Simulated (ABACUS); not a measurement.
Something may be wrong with this ABACUS 3.10.1 calculation of C.

INPUT

```
INPUT_PARAMETERS
suffix              C
calculation         scf
basis_type          pw
pseudo_dir          ./
symmetry            1
dft_functional      pbe
ecutwfc             82
pseudo_rcut         7
nspin               1
nbands              8
ks_solver           dav
smearing_method     fd
smearing_sigma      0.00367493
scf_thr             1e-08
scf_nmax            75
mixing_type         broyden
mixing_beta         0.7
cal_force           1
cal_stress          1
ntype               2
```

The input STRU:

```
ATOMIC_SPECIES
C 12.0110 C.upf

LATTICE_CONSTANT
1.8897261246

LATTICE_VECTORS
2.1101911475 -1.2282824400 0.0435079814
2.1101911475 1.2282824400 0.0435079814
-1.2963254530 0.0000000000 3.2926602739

ATOMIC_POSITIONS
Direct

C
0.0
2
0.1666444700 0.1666444700 0.9999069600 1 1 1
0.8333555300 0.8333555300 0.0000930400 1 1 1
```

KPT

```
K_POINTS
0
Gamma
9 9 6 0 0 0
```

Potentials or basis: PseudoDojo NC SR 0.4.1 PBE standard, plane waves.

Command:

```sh
$ OMP_NUM_THREADS=4 abacus > log
```

running log:

```text
ABACUS v3.10.1

               Atomic-orbital Based Ab-initio Computation at UStc

 !!!!!!!!!!!!!!!!!!!!!!!!!!!!!!!!!!!!!!!!!!!!!!!!!!!!!!!!!
                         NOTICE
 !!!!!!!!!!!!!!!!!!!!!!!!!!!!!!!!!!!!!!!!!!!!!!!!!!!!!!!!!

 The ntype in INPUT is not equal to the ntype counted in STRU, check it.
 CHECK IN FILE : OUT.C/warning.log

 !!!!!!!!!!!!!!!!!!!!!!!!!!!!!!!!!!!!!!!!!!!!!!!!!!!!!!!!!
                         NOTICE
 !!!!!!!!!!!!!!!!!!!!!!!!!!!!!!!!!!!!!!!!!!!!!!!!!!!!!!!!!
```

Problem. What happened, and what is wrong with the input?

Solution. The program refused the input. The input holds a flaw that was put in on purpose: wrong count of elements (ntype = 2).
